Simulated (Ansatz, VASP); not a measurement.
# Cross-check of ZnSe (ZnSe(110), zinc blende) between VASP and Ansatz, part 2 of 2

Wanted: the spread between two codes on one cell, functional and k mesh. The cell is taken from a series of runs on this material, whose earlier steps may have relaxed, scaled, displaced or heated it; both programs get it as it stands.

VASP 6.6.1 and Ansatz 0.2.0.

So far: The starting structure; VASP: single point, PBE.

### Step 3. Ansatz: single point, PBE

Level of this step: Ansatz beside VASP: Kohn-Sham DFT, plane waves, PBE (Ansatz).

Ansatz runs on its default PAW (the set named soft_2) files.

The same cell, functional, mesh and smearing now go to Ansatz, which takes its cutoff from its data sets.

The input, input.yaml:

```yaml
crystal:
  lattice:
    - [4.0078812358, 0.0, 0.0]
    - [0.0, 5.668, 0.0]
    - [0.0, 0.0, 36.0394061788]
  atoms:
    - { symbol: Se, position: [0.5, 0.5, 0.2219792402] }
    - { symbol: Zn, position: [0.0, 0.75, 0.2219792402] }
    - { symbol: Se, position: [0.0, 0.0, 0.2775833921] }
    - { symbol: Zn, position: [0.5, 0.25, 0.2775833921] }
    - { symbol: Se, position: [0.5, 0.5, 0.3331875441] }
    - { symbol: Zn, position: [0.0, 0.75, 0.3331875441] }
    - { symbol: Se, position: [0.0, 0.0, 0.3887916961] }
    - { symbol: Zn, position: [0.5, 0.25, 0.3887916961] }
    - { symbol: Se, position: [0.5, 0.5, 0.444395848] }
    - { symbol: Zn, position: [0.0, 0.75, 0.444395848] }
    - { symbol: Se, position: [0.0, 0.0, 0.5] }
    - { symbol: Zn, position: [0.5, 0.25, 0.5] }
    - { symbol: Zn, position: [0.0, 0.75, 0.555604152] }
    - { symbol: Se, position: [0.5, 0.5, 0.555604152] }
    - { symbol: Se, position: [0.0, 0.0, 0.6112083039] }
    - { symbol: Zn, position: [0.5, 0.25, 0.6112083039] }
    - { symbol: Se, position: [0.5, 0.5, 0.6668124559] }
    - { symbol: Zn, position: [0.0, 0.75, 0.6668124559] }
    - { symbol: Se, position: [0.0, 0.0, 0.7224166079] }
    - { symbol: Zn, position: [0.5, 0.25, 0.7224166079] }
    - { symbol: Se, position: [0.5, 0.5, 0.7780207598] }
    - { symbol: Zn, position: [0.0, 0.75, 0.7780207598] }
hamiltonian:
  xc: pbe
kpoints:
  mp_grid: { grid: [8, 6, 1] }
scf:
  occupations: { method: fermi_dirac, width: 0.01 }
  convergence: { dr2_threshold: 1.0e-09 }
output:
  eigenvalues: true
  write_potential: true
  write_density: true
  volumetric_format: npy
efield:
  axis: 3
  dipole_correction: true
checkpoint:
  write: pbe_cut.run
  compress: false
  write_wavefunctions: false
```

The run is started by

```
> ansatz run input.yaml --threads 16 --pin off --max-ram 32768MiB --backend cpu --events-out ev --progress --plain --runs-dir out
```

Numbers of over 12 decimals in the logs are rounded to 6 here.

The log of the run:

```text
Engine: ansatz 0.2.0, aarch64-unknown-linux-gnu
Pseudopotentials: kind: paw
Pseudopotential: Se, paw, valence charge 16, recommended cutoff 420 eV (normal), Se.paw.azcp
Pseudopotential: Zn, paw, valence charge 12, recommended cutoff 420 eV (normal), Zn.paw.azcp
Functional definition: PBE
  parameter kappa = 0.804
  parameter beta = 0.066725
  exchange = pbe_x(kappa = kappa, mu = beta*pi^2/3)
  correlation = pbe_c(beta = beta)
Crystal: 22 atoms, lattice volume = 818.695 Å³
Basis set: ecut = 420 eV, 16083 PW (Γ)
Bands: 185, of which v1, the nominal top of the filled ones, is band 154 counted from 1 (153 counted from 0)
Symmetry: 2 space group operations
k-points: 20 of 48 (time reversal used)
Non-local potential: Se, projectors of the file, l = 0: 2, l = 1: 2, l = 2: 3, l = 3: 1
Non-local potential: Zn, projectors of the file, l = 0: 2, l = 1: 2, l = 2: 3, l = 3: 1
PAW form: soft (Blöchl's): semilocal exchange-correlation on the pseudo side does not see the compensation charge
PAW one-centre angular grid: Se, 590 points (default); XC on 64 Gauss nodes
PAW one-centre angular grid: Zn, 590 points (default); XC on 64 Gauss nodes
Initial density: superposition of atomic densities (neutral atoms: chi_scale 0, normalization atom), corrected by the library's trained network
Initial wavefunctions: pseudopotential atomic-orbital guess
Functional: x = pbe(κ = 0.804, μ = 0.219515), c = pbe(β = 0.066725)
SCF iter   1: F=—  HF=-96682.971266 eV  |F-HF|=—  |Δ(HF+E_count)|=         —  Δρ=8.72e-4  dr2=2.36e-2  ethr=1.77e-3  p=0.000 e·Å  D=3.26e-13 V/Å  ΔV_dip=-0.00 eV  dr2_dipole=5.71e-7  V_vac-E_F(+/−)=4.50/4.50 eV  ⟨swp⟩=7.2  Hψ=15619  notcnv=0  defer=203
efield: sawtooth ramp at fractional position 0.9500 (placed from the atoms, in the widest stretch of the axis that holds none; the zero of the levels goes with the place), width 0.1000; the density the first Hamiltonian is built on has a dipole p = 0.000 e·Å; the dipole correction subtracts the counter field D = 3.26e-13 V/Å, which shifts the + side's vacuum level by -0.00 eV against the − side's; the planar-averaged density in the ramp window peaks in size at 1.1e-5 e/Å³
preconditioner: auto → Resta (q_TF=auto, 2.318 Å⁻¹)  ε∞=3.9  [insulator: Δε(μ)=1.126 eV  Ē_g=10.707 eV  σ=0.010 eV  W_gap=1.00  n_scr=184 (ndim 8)  ℏωp=18.3 eV  f_vac=0.394  D(μ)=0.00/eV (n_scr^D=0)  ε∞_Penn≈3.9  vacuum switching on, ρ_ref=8.3e-3 e/Å³]
SCF iter   2: F=—  HF=-96682.969237 eV  |F-HF|=—  |Δ(HF+E_count)|=   2.03e-3  Δρ=4.28e-4  dr2=2.52e-3  ethr=7.68e-6  p=-0.000 e·Å  D=-6.49e-5 V/Å  ΔV_dip=0.00 eV  dr2_dipole=6.38e-7  V_vac-E_F(+/−)=4.59/4.58 eV  ⟨swp⟩=3.6  Hψ=7057  notcnv=0  defer=507
SCF iter   3: F=—  HF=-96682.969696 eV  |F-HF|=—  |Δ(HF+E_count)|=   4.60e-4  Δρ=2.02e-4  dr2=4.54e-4  ethr=8.18e-7  p=0.000 e·Å  D=4.17e-5 V/Å  ΔV_dip=-0.00 eV  dr2_dipole=2.63e-7  V_vac-E_F(+/−)=4.60/4.60 eV  ⟨swp⟩=2.0  Hψ=5486  notcnv=0  defer=507
SCF iter   4: F=—  HF=-96682.969865 eV  |F-HF|=—  |Δ(HF+E_count)|=   1.68e-4  Δρ=1.13e-4  dr2=9.11e-5  ethr=1.47e-7  p=-0.000 e·Å  D=-7.89e-6 V/Å  ΔV_dip=0.00 eV  dr2_dipole=9.69e-9  V_vac-E_F(+/−)=4.61/4.61 eV  ⟨swp⟩=2.0  Hψ=5439  notcnv=0  defer=507
SCF iter   5: F=—  HF=-96682.969885 eV  |F-HF|=—  |Δ(HF+E_count)|=   2.04e-5  Δρ=3.96e-5  dr2=1.49e-5  ethr=2.96e-8  p=-0.000 e·Å  D=-5.13e-6 V/Å  ΔV_dip=0.00 eV  dr2_dipole=4.02e-9  V_vac-E_F(+/−)=4.62/4.62 eV  ⟨swp⟩=2.0  Hψ=4961  notcnv=0  defer=507
SCF iter   6: F=—  HF=-96682.970142 eV  |F-HF|=—  |Δ(HF+E_count)|=   2.57e-4  Δρ=1.53e-5  dr2=2.45e-6  ethr=4.83e-9  p=0.000 e·Å  D=3.96e-6 V/Å  ΔV_dip=-0.00 eV  dr2_dipole=2.17e-9  V_vac-E_F(+/−)=4.62/4.62 eV  ⟨swp⟩=2.0  Hψ=5373  notcnv=0  defer=507
SCF iter   7: F=—  HF=-96682.970145 eV  |F-HF|=—  |Δ(HF+E_count)|=   2.86e-6  Δρ=5.24e-6  dr2=2.32e-7  ethr=7.96e-10  p=-0.000 e·Å  D=-1.65e-6 V/Å  ΔV_dip=0.00 eV  dr2_dipole=4.09e-10  V_vac-E_F(+/−)=4.62/4.62 eV  ⟨swp⟩=2.0  Hψ=5331  notcnv=0  defer=507
SCF iter   8: F=—  HF=-96682.970146 eV  |F-HF|=—  |Δ(HF+E_count)|=   4.24e-7  Δρ=4.63e-6  dr2=1.07e-7  ethr=7.55e-11  p=0.000 e·Å  D=1.75e-6 V/Å  ΔV_dip=-0.00 eV  dr2_dipole=4.14e-10  V_vac-E_F(+/−)=4.62/4.62 eV  ⟨swp⟩=2.0  Hψ=5873  notcnv=0  defer=507
SCF iter   9: F=—  HF=-96682.970146 eV  |F-HF|=—  |Δ(HF+E_count)|=   2.50e-8  Δρ=1.02e-6  dr2=8.13e-9  ethr=3.48e-11  p=0.000 e·Å  D=3.69e-7 V/Å  ΔV_dip=-0.00 eV  dr2_dipole=1.86e-11  V_vac-E_F(+/−)=4.62/4.62 eV  ⟨swp⟩=2.0  Hψ=4953  notcnv=0  defer=507
SCF iter  10: F=—  HF=-96682.970146 eV  |F-HF|=—  |Δ(HF+E_count)|=   7.80e-9  Δρ=3.47e-7  dr2=1.14e-9  ethr=2.64e-12  p=-0.000 e·Å  D=-3.58e-7 V/Å  ΔV_dip=0.00 eV  dr2_dipole=1.85e-11  V_vac-E_F(+/−)=4.62/4.62 eV  ⟨swp⟩=2.0  Hψ=5873  notcnv=0  defer=507
[...]
SCF converged after 11 iterations
Free energy (F): -96682.970146 eV
Harris-Foulkes:  -96682.970146 eV  (|F-HF|=1.46e-10)
Internal energy: -96682.970146 eV  (E = F + TS)
E sigma→0 (E₀):  -96682.970146 eV
Fermi energy:    2.696576 eV
Dipole field:    D = -0.000001 V/Å  (p = -0.000006 e·Å, saw-weighted, corrected)
Work function:   Φ+ = 4.6173 eV   Φ− = 4.6173 eV
Levels:          The Fermi level and band energies are counted from a zero that moves with the ramp; work functions are not
--- Per-component energies (eV) ---
  E_band       = -5614.014695
  E_kinetic    = 2746.469478
  E_local      = -394009.514047  (includes V_loc(G=0)·N_el)
  E_nonlocal   = 203.388070
  E_hartree    = 194527.877270
  E_xc         = -2652.978766
  E_vxc        = -1648.156997  (∫ρ·V_xc dr)
  E_paw        = -41134.169486  (= ΣΔE_a)
  E_vpaw       = -1961.943862  (= ΣTr[D̂ρ^β])
  E_aug_tail   = -0.009985  (compensation charges beyond the density's cutoff)
  E_efield     = 0.000000  (sawtooth field / dipole correction)
  E_vefield    = 0.000000  (∫n·V_field dr)
  E_ewald      = 143635.967319
  E_smearing   = -0.000000  (= −TS)
  E_closure    = 0.000000  (closes the sum)
  Σ components = -96682.970146   (vs F -96682.970146, Δ=0.00e0)
--- Band table (eV; the first three rows and the last of 20) ---
  k-point 0: bands = [... 150 lower, 2.0601, 2.0602, 2.0963, 2.1169, 3.2749, 3.6163, 4.3743, 5.0653, ... 27 higher]
  k-point 1: bands = [... 150 lower, 1.9397, 1.9454, 1.9474, 2.0133, 3.8220, 3.8687, 4.5219, 4.9127, ... 27 higher]
  k-point 2: bands = [... 150 lower, 1.6675, 1.6679, 1.7889, 1.7904, 4.1358, 4.1408, 4.9158, 4.9262, ... 27 higher]
  k-point 19: bands = [... 150 lower, 1.1717, 1.1786, 1.6204, 1.7091, 4.0139, 4.1123, 4.9956, 5.2303, ... 27 higher]
```

In the SCF lines HF is the Harris–Foulkes energy and dr2 the Hartree energy of the density residual, in eV; the loop may stop once dr2 is under the threshold and the program's other checks hold. Hψ counts applications of the Hamiltonian.

### Step 4. Differences

Known differences besides the potentials themselves: the data sets hold 308 valence electrons in Ansatz (on its default PAW (the set named soft_2) files) and 198 in VASP; the cutoff is 420 eV in Ansatz and 400 eV in VASP. Total energies have different zeros and are not compared.

Compared:

```csv
quantity,Ansatz,VASP,difference
gap on the k mesh (eV),1.158,1.153,+0.005
```

A gap on the mesh is an upper bound, since the band edges may lie between its points. With vacuum in the cell, a pressure given here is an average over mostly empty space and none of the material.

### Step 5. What came out

```yaml
difference_in_gap_on_the_k_mesh_single_point_pbe: 0.0053 eV
```

**Reading.** The difference in gap on the k mesh is 0.0053 eV (single point, PBE), within the 0.08 eV picked in this series as the mark of a large difference. The data sets hold unlike numbers of valence electrons (308 in Ansatz and 198 in VASP), so part of the differences comes from the potentials. Such differences can come from data sets, numerical settings and the points named under the comparisons, not from the functional's error against experiment.

[Lines on the potential files, build, host, timing and source positions are cut from VASP's logs without a mark.]

[Logs are printed without paths, hosts, clocks, repeated set-up lines and the standing remarks that a program may print on its own settings, such as how far it seeks lower states.]

[Hosts, paths, dates, database ids (printed as entryN), source tags and the programs' standing remarks are cut or masked in the printed files.]
